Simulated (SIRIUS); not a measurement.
# Sn under changes of volume

One of the cells (27.901 Å³/atom); the others are scaled copies at fixed shape and fractional positions:

```
Sn
1.0
    -2.04263    2.04263    1.67176
     2.04263   -2.04263    1.67176
     2.04263    2.04263   -1.67176
Sn
1
Direct
  0.00000 0.00000 0.00000
```

This isn't the form of Sn at room conditions, which is tetragonal (white tin).

* Program: SIRIUS 7.10.0
* Functional: PBE
* Potentials or basis: PseudoDojo 0.4.1 PBE standard (scalar relativistic)
* Cutoff: 983 eV
* Density cutoff: 3932 eV
* k mesh: 10 × 10 × 10
* Occupations: fermi-dirac, width 0.05 eV
* Spin: no spin polarisation

| volume (Å³/atom) | energy over the lowest point (meV/atom) | pressure (GPa) |
| --- | --- | --- |
| 25.712 | 27.96 | 4.6 |
| 26.259 | 14.86 | 3.2 |
| 26.806 | 6.21 | 2.0 |
| 27.901 | 0.00 | 0.0 |
| 28.448 | 1.63 | -0.9 |
| 28.995 | ? | ? |

Task: What does the run at 28.995 Å³/atom give?

Result: Energy over the lowest point 5.98 meV/atom; pressure -1.6 GPa.

Worked out: A Birch-Murnaghan fit of order 3 (a polynomial in V^(-2/3)) to the other rows has its minimum at 27.87 Å³/atom with B0 = V·E''(V) = 45 GPa and B' = 5.5 at fixed shape and positions, which overstates the stiffness. It gives 5.89 meV/atom at 28.995 Å³/atom, against the run's 5.98, and -dE/dV = -1.6 GPa, against -1.6.

Energies are extrapolated to zero smearing.
